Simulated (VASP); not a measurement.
Be: relaxation of cell and atoms with PBE

The system is Be.

```
Be
1.0
     0.00000    1.57681    1.57681
     1.57681    0.00000    1.57681
     1.57681    1.57681    0.00000
Be
1
Direct
  0.00000 0.00000 0.00000
```

The cell was built by a generator and needn't be a form met in nature.

- Program: VASP 6.6.1
- Task: relaxation of cell and atoms
- Functional: PBE
- Potentials or basis: VASP PAW PBE potentials, release 64 (Be)
- Cutoff: 600 eV
- k mesh: 20 × 20 × 20
- Occupations: gaussian, width 0.02 eV
- Spin: no spin polarisation
- Dipole correction: no
- Further INCAR settings: ALGO = Normal; EDIFF = 1e-06; IBRION = 2; EDIFFG = -0.01; NSW = 100; ISIF = 3

The relaxed volume is 7.86 Å³/atom and the relaxed cell is a = 2.232 Å, b = 2.232 Å, c = 2.232 Å, α = 60.00°, β = 60.00°, γ = 60.00°. The space group after relaxing (to 0.05 Å) is Fm-3m (No. 225), the energy gained by relaxing is 0.0 meV/atom and the ionic steps are 2. The pressure after relaxing is 0.1 GPa and the band gap on the k mesh is none (metal or under the smearing width).

Final structure:
```
Be
1.0
     0.00000    1.57829    1.57829
     1.57829    0.00000    1.57829
     1.57829    1.57829    0.00000
Be
1
Direct
  0.00000 0.00000 0.00000
```

Levels at points of the mesh, in eV from the Fermi level:
```csv
k point,band 1,band 2,band 3,band 4,band 5
"(0.00, 0.00, 0.00)",-11.84,19.51,19.51,19.51,29.18
"(0.50, 0.00, 0.00)",-5.25,0.06,16.57,16.57,26.32
"(0.50, 0.50, 0.00)",-2.63,3.89,9.59,9.59,15.23
```

It took 3.9 s on 1 thread of Intel(R) Xeon(R) 6975P-C (Granite Rapids) (shared host), peak memory 0.12 GiB.
